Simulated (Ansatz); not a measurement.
# Two Ansatz runs on Mg

The structure comes from a relaxation in the same program, started in the diamond type, and has space group Fd-3m. Whether it is a known phase or the ground state wasn't checked.

First run: DFT, PBEsol, all-electron LAPW, scalar-relativistic (Ansatz 0.2.0).

Command: `ansatz run input.yaml --threads 1 --pin off --max-ram 2048MiB --backend cpu --events-out ev --progress --plain --runs-dir out` The run took about 4 s on 1 thread of a shared machine.

```yaml
crystal:
  lattice:
    - [0.0, 3.4275338026, 3.4275338026]
    - [3.4275338026, 0.0, 3.4275338026]
    - [3.4275338026, 3.4275338026, 0.0]
  atoms:
    - { symbol: Mg, position: [0.0, 0.0, 0.0] }
    - { symbol: Mg, position: [0.25, 0.25, 0.25] }
kpoints:
  mp_grid: { grid: [9, 9, 9] }
  band_path:
    path:
      - [0.0, 0.0, 0.0]
      - [0.5, 0.0, 0.5]
      - [0.625, 0.25, 0.625]
      - [0.375, 0.375, 0.75]
      - [0.0, 0.0, 0.0]
      - [0.5, 0.5, 0.5]
      - [0.5, 0.25, 0.75]
      - [0.5, 0.0, 0.5]
    npoints: 5
scf:
  occupations: { method: fermi_dirac, width: 0.08 }
hamiltonian:
  xc: pbesol
  pseudopotentials: { kind: all_electron, lapw: { basis_error: 0.0005 } }
output:
  forces: true
  stress: true
  eigenvalues: true
```

Result: converged; pressure -0.39 GPa; no gap on the k mesh; 7 SCF iterations.

The input is then changed:

```diff
@@ -5,6 +5,6 @@
     - [3.4275338026, 3.4275338026, 0.0]
   atoms:
-    - { symbol: Mg, position: [0.0, 0.0, 0.0] }
-    - { symbol: Mg, position: [0.25, 0.25, 0.25] }
+    - { symbol: Mg, position: [0.0, 0.0, 0.0], spin: 2.0 }
+    - { symbol: Mg, position: [0.25, 0.25, 0.25], spin: 1.0 }
 kpoints:
   mp_grid: { grid: [9, 9, 9] }
@@ -29,3 +29,6 @@
   stress: true
   eigenvalues: true
+accuracy: medium
+magnetization:
+  spin_polarized: true
```

Task: Predict the outcome of the changed run.

Result: It converged; pressure -0.39 GPa; moment 0.00 μB; 17 SCF iterations.
